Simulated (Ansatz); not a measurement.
# Ir (Fm-3m) in Ansatz: further runs

Aim: see how the results for Ir move with the level of theory and the settings. Levels: RPBE+D3(BJ), PBE. Tasks: relaxation of cell and atoms, single point.

Program: Ansatz 0.2.0. These are calculated values, not measurements. Logs are shortened: lines on timing, memory, paths and dates and some standing lists are left out, and cuts for length are marked.

## Step 1: The crystal as given

The structure is cubic, space group Fm-3m (No. 225). The conventional cell has a = 3.831 Å, b = 3.831 Å, c = 3.831 Å, α = 90.00°, β = 90.00°, γ = 90.00°. Ir (site symmetry m-3m) is surrounded by 12 Ir at 2.71 Å.

## Step 2: Relaxation of cell and atoms, RPBE+D3(BJ)

Contents of input.yaml:

```yaml
crystal:
  lattice:
    - [0.0, 1.9156, 1.9156]
    - [1.9156, 0.0, 1.9156]
    - [1.9156, 1.9156, 0.0]
  atoms:
    - { symbol: Ir, position: [0.0, 0.0, 0.0] }
kpoints:
  mp_grid: { grid: [12, 12, 12] }
scf:
  occupations: { method: fermi_dirac, width: 0.05 }
hamiltonian:
  xc: rpbe
  dispersion: d3bj
  pseudopotentials: { kind: all_electron, lapw: { basis_error: 0.001 } }
output:
  forces: true
  stress: true
relax:
  f_tol: 0.02
  max_steps: 60
  cell: {}
```

Potentials or basis: all-electron LAPW, scalar-relativistic.

The run is started by

```sh
> ansatz run input.yaml --threads 1 --pin off --max-ram 3072MiB --backend cpu --events-out ev --progress --plain --runs-dir out
```

The log of the run:

```text
Warning: RAYON_NUM_THREADS=1 ignored (pool sized by the plan → 1); use --threads N
The last accepted step is kept in <dir> (removed where the run ends without a failure and the disk answers)
LAPW: plane waves up to 8.969 Å⁻¹, error target 1.0e-3 eV per atom; small_component_spin mean_spin; Ir in spheres of 1.314 Å, 41 of its electrons in bands, Dirac shells [] (how accurate: hamiltonian.pseudopotentials.lapw.basis_error, Limitations)
Engine: ansatz 0.2.0, aarch64-unknown-linux-gnu
Pseudopotentials: kind: all_electron
Pseudopotential: Ir, LAPW, valence charge 41, lapw/all_electron/scalar/gaussian/Ir, Koelling and Harmon's equation, gaussian nucleus
Functional definition: RPBE
  parameter kappa = 0.804
  parameter beta = 0.06672455060314922
  exchange = rpbe_x(kappa = kappa, mu = beta*pi^2/3)
  correlation = pbe_c(beta = beta)
Crystal: 1 atoms, lattice volume = 14.059 Å³
Basis set: ecut = 306.5130672346242 eV, 169 PW (Γ), exchange–correlation at level 2
Bands: 25, of which v1, the nominal top of the filled ones, is band 21 counted from 1 (20 counted from 0)
Symmetry: 48 space group operations
Space group: Fm-3m (ITA 225), of the structure as read, at distance tolerance 2.4e-5 Å
k-points: 72 of 1728
Non-local potential: Ir, projectors of the file, none
Initial density: superposition of atomic densities (chi_scale 0.1, normalization cell)
Initial wavefunctions: plane waves of lowest kinetic energy (no species holds an atomic orbital)
Functional: x = rpbe, c = pbe(β = 0.06672455060314922)
iter 1 solved again at ethr=7.21e-5 eV; its pass at ethr=1.00e-1 eV (dr2=2.96e-2 eV) is discarded
SCF iter   1: F=—  HF=-485043.705341 eV  |F-HF|=—  |Δ(HF+E_count)|=         —  Δρ=2.17e-2  dr2=2.98e-2  ethr=7.21e-5  ⟨swp⟩=3.0  Hψ=11563  notcnv=0
preconditioner: auto → none  [metal: Δε(μ)=0.016 eV  Ē_g=14.254 eV  σ=0.050 eV  W_gap=0.08  n_scr=8 (ndim 8)  ℏωp=29.7 eV  f_vac=0.000  D(μ)=0.52/eV (n_scr^D=0)  sad-step TF]
SCF iter   2: F=—  HF=-485043.640615 eV  |F-HF|=—  |Δ(HF+E_count)|=   6.47e-2  Δρ=8.22e-3  dr2=5.16e-3  ethr=7.21e-5  ⟨swp⟩=2.0  Hψ=5477  notcnv=0
SCF iter   3: F=—  HF=-485043.639755 eV  |F-HF|=—  |Δ(HF+E_count)|=         —  Δρ=4.45e-3  dr2=1.48e-3  ethr=1.26e-5  ⟨swp⟩=2.0  Hψ=5177  notcnv=0
the basis was enlarged: its passes take 571.6 KiB over the memory plan, 1 of 1 planned eigensolver slots
iter 4 solved again at ethr=2.64e-7 eV; its pass at ethr=3.62e-6 eV (dr2=1.08e-4 eV) is discarded
SCF iter   4: F=—  HF=-485043.640348 eV  |F-HF|=—  |Δ(HF+E_count)|=   5.93e-4  Δρ=1.15e-3  dr2=1.08e-4  ethr=2.64e-7  ⟨swp⟩=2.0  Hψ=8838  notcnv=0
SCF iter   5: F=—  HF=-485043.640406 eV  |F-HF|=—  |Δ(HF+E_count)|=   5.83e-5  Δρ=5.97e-5  dr2=2.91e-7  ethr=2.64e-7  ⟨swp⟩=2.0  Hψ=5179  notcnv=0
SCF iter   6: F=-485043.640406 eV  HF=-485043.640406 eV  |F-HF|=3.90e-9  |Δ(HF+E_count)|=   2.77e-7  Δρ=3.98e-6  dr2=4.66e-10  ethr=7.10e-10  ⟨swp⟩=3.0  Hψ=5439  notcnv=0
SCF 1 converged in 6 iterations: F = -485043.640406 eV  dr2 = 4.66e-10
relax step   1: F+E_penalty+E_count = -485043.64040606 eV  Δ(F+E_penalty+E_count) = +0.000e0 eV  max|allowed force component| = 0.000e0 eV/Å  Δτ_max = 0.0000 Å  P = -33.634 GPa  Ω = 14.059 Å³  (6 SCF iters, accepted)
Crystal: 1 atoms, lattice volume = 12.077 Å³
[... 34 lines left out ...]
Crystal: 1 atoms, lattice volume = 12.963 Å³
Basis set: ecut = 323.55604913782247 eV, 169 PW (Γ), exchange–correlation at level 2
iter 1 solved again at ethr=1.92e-10 eV; its pass at ethr=1.00e-1 eV (dr2=7.88e-8 eV) is discarded
SCF iter   1: F=—  HF=-485043.764732 eV  |F-HF|=—  |Δ(HF+E_count)|=         —  Δρ=3.09e-5  dr2=8.61e-8  ethr=1.92e-10  ⟨swp⟩=5.9  Hψ=10324  notcnv=0
preconditioner: auto → none  [metal: Δε(μ)=0.094 eV  Ē_g=15.348 eV  σ=0.050 eV  W_gap=0.37  n_scr=8 (ndim 8)  ℏωp=30.9 eV  f_vac=0.000  D(μ)=0.47/eV (n_scr^D=0)]
SCF iter   2: F=-485043.764732 eV  HF=-485043.764732 eV  |F-HF|=7.22e-9  |Δ(HF+E_count)|=   1.39e-7  Δρ=1.18e-5  dr2=8.81e-9  ethr=1.92e-10  ⟨swp⟩=2.0  Hψ=5170  notcnv=0
SCF 5 converged in 2 iterations: F = -485043.764732 eV  dr2 = 8.81e-9
relax step   5: F+E_penalty+E_count = -485043.76473205 eV  Δ(F+E_penalty+E_count) = -3.540e-5 eV  max|allowed force component| = 0.000e0 eV/Å  Δτ_max = 0.0000 Å  P = +0.014 GPa  Ω = 12.963 Å³  (2 SCF iters, accepted)
iter 1 solved again at ethr=4.61e-11 eV; its pass at ethr=1.00e-1 eV (dr2=1.89e-8 eV) is discarded
SCF iter   1: F=—  HF=-485043.764732 eV  |F-HF|=—  |Δ(HF+E_count)|=         —  Δρ=1.19e-5  dr2=8.81e-9  ethr=4.61e-11  ⟨swp⟩=6.9  Hψ=12229  notcnv=0  reapply=14
preconditioner: auto → none  [metal: Δε(μ)=0.094 eV  Ē_g=15.348 eV  σ=0.050 eV  W_gap=0.37  n_scr=8 (ndim 8)  ℏωp=30.9 eV  f_vac=0.000  D(μ)=0.48/eV (n_scr^D=0)]
SCF iter   2: F=-485043.764732 eV  HF=-485043.764732 eV  |F-HF|=1.16e-9  |Δ(HF+E_count)|=   5.65e-8  Δρ=6.38e-6  dr2=2.61e-9  ethr=2.15e-11  ⟨swp⟩=2.6  Hψ=5217  notcnv=0
SCF 6 converged in 2 iterations: F = -485043.764732 eV  dr2 = 2.61e-9
relax step   6: F+E_penalty+E_count = -485043.76473225 eV  Δ(F+E_penalty+E_count) = -2.072e-7 eV  max|allowed force component| = 0.000e0 eV/Å  Δτ_max = 0.0000 Å  P = +0.014 GPa  Ω = 12.963 Å³  stress off target by 1.38e-2 GPa  SCF on the basis re-selected at this cell (its energy is not comparable with the rows above)  (2 SCF iters)
basis re-selected at this cell: Δ(F+E_penalty+E_count) = -2.072e-7 eV, ΔP = +0.000 GPa vs the last step (what re-selecting the basis moved, after the strain that the cell walked since its last selection, with what the two solves' SCF thresholds leave and, on support functions, any second-order correction that the steps lacked; it is no measure of the basis error at this ecutwfc). This SCF's stress stands 1.38e-2 GPa from its target on what of the cell is left free (relax.cell.stress_tol is 5.00e-2 GPa) and its largest allowed force component is 0.00e0 eV/Å (relax.f_tol is 2.00e-2 eV/Å): within both
SCF converged after 2 iterations
Free energy (F): -485043.764732 eV
Harris-Foulkes:  -485043.764732 eV  (|F-HF|=1.16e-9)
Internal energy: -485043.760705 eV  (E = F + TS)
E sigma→0 (E₀):  -485043.762719 eV
Entropy (-TS):   -0.004027 eV (-4.027 meV/atom)
Fermi energy:    35.643434 eV
--- Per-component energies (eV) ---
  E_band       = -2730.218541
  E_kinetic    = 548863.721224
  E_xc         = -9491.035130
  E_electrostatic = -1024411.868969  (all electrons and nuclei)
  E_disp       = -4.577830  (pairwise vdW)
  E_smearing   = -0.004027  (= −TS)
  E_closure    = 0.000000  (closes the sum)
  E_atoms      = -485030.808112  (free atoms, spherical and without spin; not in F)
  Σ components = -485043.764732   (vs F -485043.764732, Δ=0.00e0)
  Basis errors (estimates in eV, not in F): energy 2.8e-4 per atom: plane waves 2.4e-4 (1.3e-4 summed), levels above the bands 7.5e-105, relativity 2.9e-7, radial functions 4.2e-5, core shells 2.3e-6; eigenvalues (radial functions only) 2.0e-6; not estimated: angular momenta, meshes, grids; target (lapw.basis_error) 1.0e-3; muffin-tin radii Ir 1.279 Å
--- Forces (eV/Å), atoms counted from 1 ---
  atom   1  Ir    -0.00000000    -0.00000000     0.00000000
  max |Σ_I F_I| component: 2.96e-31 eV/Å
--- Stress (GPa, compression-positive) ---
        0.013779      -0.000000       0.000000
       -0.000000       0.013779      -0.000000
        0.000000      -0.000000       0.013779
  P = ⅓ Tr σ = 0.0138 GPa (0.138 kbar)
--- Relaxed structure (5 steps of the walk, 5 accepted, 1 SCFs on fresh bases) ---
  F+E_penalty+E_count = -485043.76473225 eV   max|allowed force component| = 0.000e0 eV/Å   (the final SCF, on the basis selected at the relaxed cell)
  cell:  # Å, volume = 12.9626 Å³
    - [-1.7674571379156546e-34, 1.8644664098537154, 1.8644664098537154]
    - [1.8644664098537154, 8.200364329446338e-34, 1.8644664098537154]
    - [1.8644664098537154, 1.8644664098537154, -2.7069163924757815e-34]
  atoms:
    - { symbol: Ir, position: [0.0, 0.0, 0.0] }
```

Wall time 24 s (1 thread of Arm Neoverse V2, shared host); peak memory 0.3 GiB.

What came out:

| Item | Value |
| --- | --- |
| Free energy | -485043.7647 eV |
| Relaxed volume | 12.96 Å³/atom |
| Relaxed cell | a = 2.637 Å, b = 2.637 Å, c = 2.637 Å, α = 60.00°, β = 60.00°, γ = 60.00° |
| Space group after relaxing (to 0.05 Å) | Fm-3m (No. 225) |
| Energy gained by relaxing | 124.3 meV/atom |
| Ionic steps | 6 |
| Pressure after relaxing | 0.0 GPa |

Step by step:
```csv
step,energy change (eV),largest force (eV/Å),volume (Å³)
1,0.0000,0.0000,14.06
2,-0.0156,0.0000,12.08
3,-0.1220,0.0000,13.10
4,-0.1243,0.0000,12.98
5,-0.1243,0.0000,12.96
6,-0.1243,0.0000,12.96
```

Final structure:
```
Ir
1.0
     0.00000    1.86447    1.86447
     1.86447    0.00000    1.86447
     1.86447    1.86447    0.00000
Ir
1
Direct
  0.00000 0.00000 0.00000
```

## Step 3: Single point, PBE

Contents of input.yaml:

```yaml
crystal:
  lattice:
    - [0.0, 1.9156, 1.9156]
    - [1.9156, 0.0, 1.9156]
    - [1.9156, 1.9156, 0.0]
  atoms:
    - { symbol: Ir, position: [0.0, 0.0, 0.0] }
kpoints:
  mp_grid: { grid: [7, 7, 7] }
scf:
  occupations: { method: fermi_dirac, width: 0.06 }
hamiltonian:
  xc: pbe
  pseudopotentials: { kind: all_electron, lapw: { basis_error: 0.002 } }
output:
  forces: true
  stress: true
  eigenvalues: true
```

Potentials or basis: all-electron LAPW, scalar-relativistic.

The run is started by

```sh
> ansatz run input.yaml --threads 1 --pin off --max-ram 3072MiB --backend cpu --events-out ev --progress --plain --runs-dir out
```

Wall time 2.4 s (1 thread of Arm Neoverse V1, shared host); peak memory 0.22 GiB.

The run converged. Its results:

| Item | Value |
| --- | --- |
| Free energy | -485026.0456 eV |
| Pressure | 10.3 GPa |
| Band gap on the k mesh | none (metal or under the smearing width) |

Levels at points of the mesh, in eV from the Fermi level:
```
           k point  band 17  band 18  band 19  band 20  band 21  band 22  band 23  band 24
(0.00, 0.00, 0.00)   -11.32    -4.05    -4.05    -4.05    -1.32    -1.32    13.43    19.00
```

Caveat: the k mesh is coarse (spacing up to 0.41 Å⁻¹), so the values aren't converged; the k mesh is thin for a metal, which can move the energy by tens of meV per atom.

## Step 4: Single point, PBE

Contents of input.yaml:

```yaml
crystal:
  lattice:
    - [0.0, 1.9156, 1.9156]
    - [1.9156, 0.0, 1.9156]
    - [1.9156, 1.9156, 0.0]
  atoms:
    - { symbol: Ir, position: [0.0, 0.0, 0.0] }
kpoints:
  mp_grid: { grid: [12, 12, 12] }
scf:
  occupations: { method: gaussian, width: 0.025 }
hamiltonian:
  xc: pbe
  pseudopotentials: { kind: all_electron, lapw: { basis_error: 0.001 } }
output:
  forces: true
  stress: true
  eigenvalues: true
```

Potentials or basis: all-electron LAPW, scalar-relativistic.

The run is started by

```sh
> ansatz run input.yaml --threads 1 --pin off --max-ram 3072MiB --backend cpu --events-out ev --progress --plain --runs-dir out
```

The log of the run:

```text
Warning: RAYON_NUM_THREADS=1 ignored (pool sized by the plan → 1); use --threads N
LAPW: plane waves up to 8.639 Å⁻¹, error target 1.0e-3 eV per atom; small_component_spin mean_spin; Ir in spheres of 1.355 Å, 41 of its electrons in bands, Dirac shells [] (how accurate: hamiltonian.pseudopotentials.lapw.basis_error, Limitations)
[... 3 set-up lines as earlier in the session ...]
Functional definition: PBE
[... 2 set-up lines as earlier in the session ...]
  exchange = pbe_x(kappa = kappa, mu = beta*pi^2/3)
[... 1 set-up line as earlier in the session ...]
Crystal: 1 atoms, lattice volume = 14.059 Å³
Basis set: ecut = 284.34359079152017 eV, 169 PW (Γ), exchange–correlation at level 2
Bands: 25, of which v1, the nominal top of the filled ones, is band 21 counted from 1 (20 counted from 0)
[... 2 set-up lines as earlier in the session ...]
k-points: 72 of 1728
[... 3 set-up lines as earlier in the session ...]
Functional: x = pbe(κ = 0.804, μ = 0.2195149727645171), c = pbe(β = 0.06672455060314922)
iter 1 solved again at ethr=4.06e-5 eV; its pass at ethr=1.00e-1 eV (dr2=1.66e-2 eV) is discarded
SCF iter   1: F=—  HF=-485026.052816 eV  |F-HF|=—  |Δ(HF+E_count)|=         —  Δρ=1.76e-2  dr2=1.68e-2  ethr=4.06e-5  ⟨swp⟩=3.2  Hψ=11721  notcnv=0
preconditioner: auto → none  [metal: Δε(μ)=0.014 eV  Ē_g=14.252 eV  σ=0.025 eV  W_gap=0.29  n_scr=8 (ndim 8)  ℏωp=29.7 eV  f_vac=0.000  D(μ)=1.39/eV (n_scr^D=14)  sad-step TF]
SCF iter   2: F=—  HF=-485025.985142 eV  |F-HF|=—  |Δ(HF+E_count)|=   6.77e-2  Δρ=6.26e-3  dr2=2.66e-3  ethr=4.06e-5  ⟨swp⟩=2.4  Hψ=5563  notcnv=0
SCF iter   3: F=—  HF=-485025.983197 eV  |F-HF|=—  |Δ(HF+E_count)|=         —  Δρ=3.60e-3  dr2=8.49e-4  ethr=6.50e-6  ⟨swp⟩=2.0  Hψ=5207  notcnv=0
the basis was enlarged: its passes take 550.0 KiB over the memory plan, 1 of 1 planned eigensolver slots
SCF iter   4: F=—  HF=-485025.983562 eV  |F-HF|=—  |Δ(HF+E_count)|=   3.65e-4  Δρ=1.32e-3  dr2=1.18e-4  ethr=2.07e-6  ⟨swp⟩=2.0  Hψ=5203  notcnv=0
iter 5 solved again at ethr=5.35e-9 eV; its pass at ethr=2.88e-7 eV (dr2=2.19e-6 eV) is discarded
SCF iter   5: F=—  HF=-485025.983623 eV  |F-HF|=—  |Δ(HF+E_count)|=   6.07e-5  Δρ=1.75e-4  dr2=2.18e-6  ethr=5.35e-9  ⟨swp⟩=2.0  Hψ=8847  notcnv=0
SCF iter   6: F=-485025.983625 eV  HF=-485025.983625 eV  |F-HF|=8.32e-9  |Δ(HF+E_count)|=   1.93e-6  Δρ=1.03e-5  dr2=6.61e-9  ethr=5.33e-9  ⟨swp⟩=2.0  Hψ=5204  notcnv=0
SCF 1 converged in 6 iterations: F = -485025.983625 eV  dr2 = 6.61e-9
SCF converged after 6 iterations
Free energy (F): -485025.983625 eV
Harris-Foulkes:  -485025.983625 eV  (|F-HF|=8.32e-9)
Internal energy: -485025.983293 eV  (E = F + TS)
E sigma→0 (E₀):  -485025.983459 eV
Entropy (-TS):   -0.000332 eV (-0.332 meV/atom)
Fermi energy:    32.274198 eV
--- Per-component energies (eV) ---
  E_band       = -2856.405328
  E_kinetic    = 548828.648936
  E_xc         = -9475.717092
  E_electrostatic = -1024378.915137  (all electrons and nuclei)
  E_smearing   = -0.000332  (= −TS)
  E_closure    = -0.000000  (closes the sum)
  E_atoms      = -485016.743210  (free atoms, spherical and without spin; not in F)
  Σ components = -485025.983625   (vs F -485025.983625, Δ=0.00e0)
  Basis errors (estimates in eV, not in F): energy 2.4e-4 per atom: plane waves 1.9e-4 (9.8e-5 summed), levels above the bands 0.0e0, relativity 8.4e-8, radial functions 4.4e-5, core shells 4.2e-7; eigenvalues (radial functions only) 3.1e-6; not estimated: angular momenta, meshes, grids; target (lapw.basis_error) 1.0e-3; muffin-tin radii Ir 1.355 Å
--- Forces (eV/Å), atoms counted from 1 ---
  atom   1  Ir    -0.00000000    -0.00000000    -0.00000000
  max |Σ_I F_I| component: 5.14e-32 eV/Å
--- Stress (GPa, compression-positive) ---
       11.041306      -0.000000       0.000000
       -0.000000      11.041306       0.000000
        0.000000       0.000000      11.041306
  P = ⅓ Tr σ = 11.0413 GPa (110.413 kbar)
--- Band table (eV; the first three rows and the last of 72) ---
  k-point 0: bands = ["-253.3102", "-253.3102", "-253.3102", "-253.2706", "-253.2706", "-60.6660", "-25.0063", "-24.9668", "-24.9668", "-24.9668", "-24.9527", "-24.9527", "-24.9527", "-17.1360", "-17.1360", "-17.1360", "21.0569", "28.3182", "28.3182", "28.3182", "31.0348", "31.0348", "45.8248", "51.3721", "51.3721"]
  k-point 1: bands = ["-253.3102", "-253.3102", "-253.3102", "-253.2706", "-253.2706", "-60.6615", "-25.0059", "-24.9675", "-24.9675", "-24.9668", "-24.9527", "-24.9524", "-24.9524", "-17.1922", "-17.1436", "-17.1436", "21.3669", "28.1555", "28.4488", "28.4488", "30.9516", "30.9516", "46.3577", "50.0895", "51.8912"]
  k-point 2: bands = ["-253.3102", "-253.3102", "-253.3102", "-253.2706", "-253.2706", "-60.6491", "-25.0048", "-24.9692", "-24.9692", "-24.9667", "-24.9529", "-24.9516", "-24.9516", "-17.3441", "-17.1646", "-17.1646", "22.2152", "27.8293", "28.7137", "28.7137", "30.8710", "30.8710", "47.4696", "48.1320", "53.3561"]
  k-point 71: bands = ["-253.3102", "-253.3102", "-253.3102", "-253.2706", "-253.2706", "-60.5755", "-24.9987", "-24.9757", "-24.9757", "-24.9735", "-24.9493", "-24.9493", "-24.9489", "-17.6694", "-17.6694", "-17.4433", "25.9101", "27.3186", "27.3186", "30.4065", "33.7573", "40.4529", "41.3154", "41.3154", "45.5957"]
```

It took 8.1 s on 1 thread of Arm Neoverse V1, shared host; peak memory 0.28 GiB.

What came out:

| Item | Value |
| --- | --- |
| Free energy | -485025.9836 eV |
| Pressure | 11.0 GPa |
| Band gap on the k mesh | none (metal or under the smearing width) |

Spin-orbit coupling is left out, which matters for the levels of Ir.

## Step 5: Overview

| task | level | cell | k mesh | cutoff (eV) | smearing | basis error allowed | mesh quality | gap on the mesh (eV) | pressure (GPa) |
| --- | --- | --- | --- | --- | --- | --- | --- | --- | --- |
| relaxation of cell and atoms | RPBE+D3(BJ) | relaxed | 12 × 12 × 12 | - | fermi-dirac 0.05 eV | 0.001 eV/atom | not flagged | - | 0.0 |
| single point | PBE | as given | 7 × 7 × 7 | 263 | fermi-dirac 0.06 eV | 0.002 eV/atom | coarse | none | 10.3 |
| single point | PBE | as given | 12 × 12 × 12 | 284 | gaussian 0.025 eV | 0.001 eV/atom | not flagged | none | 11.0 |

Alike in all rows: potentials or basis all-electron LAPW, scalar-relativistic; no spin polarisation.

Caveats: some runs use coarse meshes; the k mesh is thin for a metal, which can move the energy by tens of meV per atom (some runs).

Compare energies only between runs with the same functional and basis.
